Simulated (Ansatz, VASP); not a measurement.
**Two plane-wave programs on Sn**

File INCAR:

```
SYSTEM = Sn
PREC = Accurate ; ENCUT = 520
EDIFF = 1E-6 ; ISMEAR = -1
SIGMA = 0.1 ; LREAL = .FALSE.
LASPH = .TRUE. ; NELM = 80
ALGO = Normal ; ISIF = 2
LWAVE = .FALSE. ; LCHARG = .FALSE.
GGA = PS ; NBANDS = 13
```

Contents of KPOINTS:

```
Automatic mesh
0
G
  11 11 11
  0 0 0
```

File POSCAR:

```
Sn
1.0
   -1.8156144705      1.8156144705      1.8156144705
    1.8156144705     -1.8156144705      1.8156144705
    1.8156144705      1.8156144705     -1.8156144705
Sn
1
Direct
    0.0000000000      0.0000000000      0.0000000000
```

Input for Ansatz:

```yaml
crystal:
  lattice:
    - [-1.8156144705136288, 1.8156144705136288, 1.8156144705136288]
    - [1.8156144705136288, -1.8156144705136288, 1.8156144705136288]
    - [1.8156144705136288, 1.8156144705136288, -1.8156144705136288]
  atoms:
    - { symbol: Sn, position: [0.0, 0.0, 0.0] }
basis:
  ecutwfc: 420.0
kpoints:
  mp_grid:
    grid: [11, 11, 11]
hamiltonian:
  xc: pbesol
  pseudopotentials:
    kind: paw
scf:
  occupations:
    method: fermi_dirac
output:
  stress: true
```

This isn't the form of Sn at room conditions, which is tetragonal (white tin).

Alike in both runs: task single point; functional PBEsol; k mesh 11 × 11 × 11; no spin polarisation.

|  | VASP | Ansatz |
| --- | --- | --- |
| version | VASP 6.6.1 | Ansatz 0.2.0 |
| potentials or method | VASP PAW PBE potentials, release 64 (Sn_d) | plane waves, PAW |
| plane-wave cutoff (eV) | 520 | 420 |
| occupations | fermi-dirac, width 0.1 eV | fermi-dirac |
| valence electrons in the cell | 14 | 14 |

|  | VASP | Ansatz | Ansatz less VASP |
| --- | --- | --- | --- |
| pressure (GPa) | 6.4 | 6.5 | +0.05 |

Caveats: the PAW data sets were made with another functional, which shifts forces and pressure a little (VASP).
